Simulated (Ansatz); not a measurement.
The cell is MgI₂ in the CdCl2 structure; cell and atoms were relaxed with r2SCAN+rVV10. Space group R-3m (No. 166), trigonal; conventional cell a = 4.157 Å, c = 20.677 Å, 34.39 Å³ an atom. Mg has 6 I at 2.92 Å; I has 3 Mg at 2.92 Å.

The questions ask for values computed with Ansatz 0.2.0 on this geometry. No magnetic order and no zero-point or thermal motion; the cell was built from a prototype and may be hypothetical.

Given (8×8×8 mesh): The PBE gap is indirect, 3.27 eV (Γ to F), below the direct gap of 3.68 eV at F.

(1) What does LDA give for the gap (8×8×8 mesh)?

(2) What does PBE+SOC give for the gap (8×8×8 mesh)?

(3) How does the gap change from PBE to r2SCAN (8×8×8)?

(4) What does G0W0@PBE with 307 empty bands, a screening cutoff of 120 eV and a 4×4×4 mesh give?

(5) Roughly how does the cost of the LDA run (8×8×8) compare with r2SCAN's (8×8×8)?

(6) Going by these computed values, what does each step up buy?

## Answers

(1) With LDA the valence top lies at Γ and the conduction bottom at F, 3.09 eV higher; the smallest vertical gap, at Γ, is 3.43 eV. The gap differs by -0.18 eV from PBE's.

(2) With PBE+SOC the valence top lies at Γ and the conduction bottom at F, 2.93 eV higher; the smallest vertical gap, at F, is 3.36 eV. The gap differs by -0.34 eV from PBE's.

(3) The r2SCAN gap is indirect, 3.85 eV (Γ to F), below the direct gap of 4.27 eV at F. The gap differs by +0.58 eV from PBE's.

(4) 4.86 eV (the shift on the mesh added to PBE's least gap). G0W0 moves the gap on the mesh from 3.26 eV (PBE) to 4.85 eV (Γ to F). Renormalisation factors Z lie between 0.78 and 0.82. The G0W0 figures hold for the stated bands, cutoff and mesh and aren't extrapolated.

(5) About 0.4 times as much (9 core-seconds against 23 core-seconds, on 2 threads of Arm Neoverse V2, with other jobs on the host).

(6) Taking G0W0@PBE (307 empty bands, 120 eV, 4×4×4), 4.86 eV, as the yardstick (a computed one, not at the basis limit), r2SCAN comes nearest, -1.01 eV off; G0W0 itself took about 20 times r2SCAN's cost. The others: PBE -1.59, LDA -1.77 eV. The yardstick's own error is a tenth of an eV or more. For gaps to 0.1 eV, spin-orbit coupling (up to 0.34 eV here) has to be included. All these functionals give a gap of the same kind, indirect.

Only the levels marked +SOC include spin-orbit coupling.
